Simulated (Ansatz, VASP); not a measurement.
CuO: VASP beside Ansatz

INCAR

```
PREC = Accurate
ENCUT = 520
EDIFF = 1E-6
ISMEAR = -1
SIGMA = 0.05
LREAL = F
LASPH = T
NELM = 80
ALGO = Normal
ISIF = 2
LWAVE = F
LCHARG = F
GGA = PE
NBANDS = 16
```

Contents of KPOINTS:

```
regular mesh
0
Gamma
  10 10 10
```

The input POSCAR:

```
CuO
1.0
    2.5525506100      0.0000000000      0.0000000000
    0.0000000000      2.5525506100      0.0000000000
    0.0000000000      0.0000000000      2.5525506100
Cu O
1 1
Direct
    0.0128940000      0.0027470000     -0.0036670000
    0.4837610000      0.5022690000      0.5003640000
```

input.yaml

```yaml
crystal:
  lattice:
    - [2.55255061, 0.0, 0.0]
    - [0.0, 2.55255061, 0.0]
    - [0.0, 0.0, 2.55255061]
  atoms:
    - { symbol: Cu, position: [0.012894, 0.002747, -0.003667] }
    - { symbol: O, position: [0.483761, 0.502269, 0.500364] }
hamiltonian:
  xc: pbe
  pseudopotentials: { kind: paw }
kpoints:
  mp_grid: { grid: [10, 10, 10] }
scf:
  occupations: { method: fermi_dirac, width: 0.05 }
output:
  forces: true
  stress: true
  eigenvalues: true
  write_density: true
  write_potential: true
  elf: true
  volumetric_format: npy
```

Change from the starting cell: atoms moved at random, drawn with an rms of 0.05 Å.

Alike in both runs: task single point; functional PBE; k mesh 10 × 10 × 10; occupations fermi-dirac, width 0.05 eV; no spin polarisation.

```csv
,VASP,Ansatz
version,VASP 6.6.1,Ansatz 0.2.0
potentials or method,"VASP PAW PBE potentials, release 64 (Cu, O)",Ansatz PAW
plane-wave cutoff (eV),520,420
valence electrons in the cell,17,25
```

|  | VASP | Ansatz | Ansatz less VASP |
| --- | --- | --- | --- |
| gap on the k mesh at the Fermi level (eV) | none | none | - |
| pressure (GPa) | 21.6 | 21.4 | -0.24 |
| largest component of the traceless stress (GPa) | 0.15 | 0.14 | -0.009 |
| rms of the force components (eV/Å) | 0.113 | 0.105 | -0.0080 |

Atom by atom the forces differ by 0.008 eV/Å (rms over components). A gap of «none» marks a metal or a gap that the smearing closes. The two sets of potentials don't hold the same shells in valence.

Caveats: an odd number of electrons without spin polarisation forces a metal; a magnetic or distorted state may lie lower; the run has no spin polarisation, though such a crystal can be magnetic; semilocal functionals often make such compounds metallic where correlation or magnetic order opens a gap, which also shifts bond lengths; so large a pressure means that the cell lies far from this level's equilibrium, or that cutoff or potentials fall short (VASP); the pressure holds a Pulay correction of +0.9 GPa for the finite cutoff (Ansatz).
